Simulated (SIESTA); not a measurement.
The system is HfO2.

```
Hf O
1.0
     5.21946    0.00000    0.00000
     0.00000    5.00476    0.00000
     0.00000    0.00000    5.03269
Hf O
4 8
Direct
  0.96699 0.73252 0.74144
  0.53301 0.73252 0.24144
  0.46699 0.26748 0.74144
  0.03301 0.26748 0.24144
  0.63213 0.92865 0.87927
  0.86787 0.92865 0.37927
  0.23395 0.53988 0.49229
  0.26605 0.53988 0.99229
  0.76605 0.46012 0.99229
  0.73395 0.46012 0.49229
  0.13213 0.07135 0.87927
  0.36787 0.07135 0.37927
```

Measurements of this composition are mostly on another form, of space group No. 14.

Base run:

| Item | Value |
| --- | --- |
| Program | SIESTA 5.4.2 |
| Functional | PBE |
| Potentials or basis | PseudoDojo 0.4 standard (PBE files) |
| Basis | DZ (energy shift 0.003 Ry; two zetas on semicore shells) |
| Grid cutoff | 800 Ry |
| Energy shift | 0.003 Ry |
| k mesh | 5 × 6 × 5 |
| Occupations | fermi-dirac, width 0.05 eV |
| Spin | no spin polarisation |

Its results: band gap on the k mesh 4.33 eV, indirect (least direct gap 4.58 eV); pressure 12.3 GPa; largest force 0.330 eV/Å.

**Question.** The run is repeated on the same cell with these changes: basis from DZ (energy shift 0.003 Ry; two zetas on semicore shells) to TZDP (energy shift 0.003 Ry; two zetas on semicore shells). What comes out?

**Answer.** Band gap on the k mesh 4.38 eV, indirect (least direct gap 4.60 eV); pressure 10.5 GPa; largest force 0.144 eV/Å.

Caveats: short orbitals over semicore shells can move pressures by several GPa; spin-orbit coupling is left out, which moves the levels of the heavy elements; the basis of atomic orbitals isn't converged, which shifts pressures, moduli and gaps; the basis has no polarisation orbitals (some runs).

A k mesh can miss the band edges.
